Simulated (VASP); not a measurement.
Crystal: ZrO2.

```
Zr O
1.0
     0.00000    2.53500    2.53500
     2.53500    0.00000    2.53500
     2.53500    2.53500    0.00000
Zr O
1 2
Direct
  0.00000 0.00000 0.00000
  0.25000 0.25000 0.25000
  0.75000 0.75000 0.75000
```

Measurements of this composition are mostly on another form, of space group No. 14.

| Quantity | Value |
| --- | --- |
| Program | VASP 6.6.1 |
| Task | relaxation of cell and atoms |
| Functional | PBE |
| Potentials or basis | VASP PAW PBE potentials, release 64 (Zr_sv, O) |
| Cutoff | 600 eV |
| k mesh | 8 × 8 × 8 |
| Occupations | gaussian, width 0.02 eV |
| Spin | no spin polarisation |

At the start: pressure 6.8 GPa; volume 10.86 Å³/atom.

Question: Where does the relaxation end?

Answer: Over 3 steps the energy falls by 6.3 meV/atom and the volume is 11.17 Å³/atom (+2.8 %); space group Fm-3m (No. 225, to 0.05 Å).

The path:
```
step  energy change (eV)  largest force (eV/Å)  pressure (GPa)  volume (Å³)
   1              0.0000                0.0000            6.82        32.58
   2              0.0169                0.0000           -8.40        34.81
   3             -0.0189                0.0000           -0.06        33.50
```

Final structure:
```cif
data_structure
_symmetry_space_group_name_H-M 'P 1'
_symmetry_Int_Tables_number 1
_cell_length_a 3.6184
_cell_length_b 3.6184
_cell_length_c 3.6184
_cell_angle_alpha 60.000
_cell_angle_beta 60.000
_cell_angle_gamma 60.000
_cell_volume 33.50
loop_
_atom_site_label
_atom_site_type_symbol
_atom_site_fract_x
_atom_site_fract_y
_atom_site_fract_z
_atom_site_occupancy
Zr1 Zr 0.00000 0.00000 0.00000 1
O1 O 0.25000 0.25000 0.25000 1
O2 O 0.75000 0.75000 0.75000 1
```
